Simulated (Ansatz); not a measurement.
A distorted cell of GeO$_{2}$ (rutile):

```xyz
6
Lattice="4.4875 0.0000 0.0000 0.0000 4.4875 0.0000 0.0000 0.0000 2.9050" Properties=species:S:1:pos:R:3 pbc="T T T"
Ge     0.0000     0.0000     0.0000
Ge     2.2438     2.2438     1.4525
O      1.3783     1.3783     0.0000
O      3.7295     0.9729     1.4525
O      0.8654     3.6221     1.4525
O      3.1092     3.1092     0.0000
```

These are PBE (plane waves to 420 eV, PAW, scalar-relativistic; Ansatz, a program for electronic structure) values and carry that method's errors. k mesh 6×6×9 (Γ-centred), Fermi-Dirac smearing 0.05 eV. E stands for the smeared free energy. Stress and pressure are positive under compression. GeO2 was relaxed with its symmetry unable to fall.

Question: Predict the force on every atom, in eV/Å.

Answer: 
```
atom      Fx      Fy     Fz
----  ------  ------  -----
Ge1    0.094   0.154  0.000
Ge2   -0.057  -0.101  0.000
O3     0.579   0.051  0.000
O4    -0.656  -0.653  0.000
O5     0.006   0.022  0.000
O6     0.035   0.527  0.000
```

Question: What is the stress tensor (GPa)?

Answer: 
```
   0.76     0.11     0.00
   0.11    -0.81     0.00
   0.00     0.00     0.22
```
The pressure, a third of the trace, is 0.06 GPa.

Question: In it atom 4 sits (0.107, 0.107, 0.000) Å away from its relaxed site. What is its energy relative to the relaxed cell?

Answer: 70 meV/cell.

(A displaced cell: forces are minus the slopes of the energy, force constants its curvatures, and phonons follow from these.)
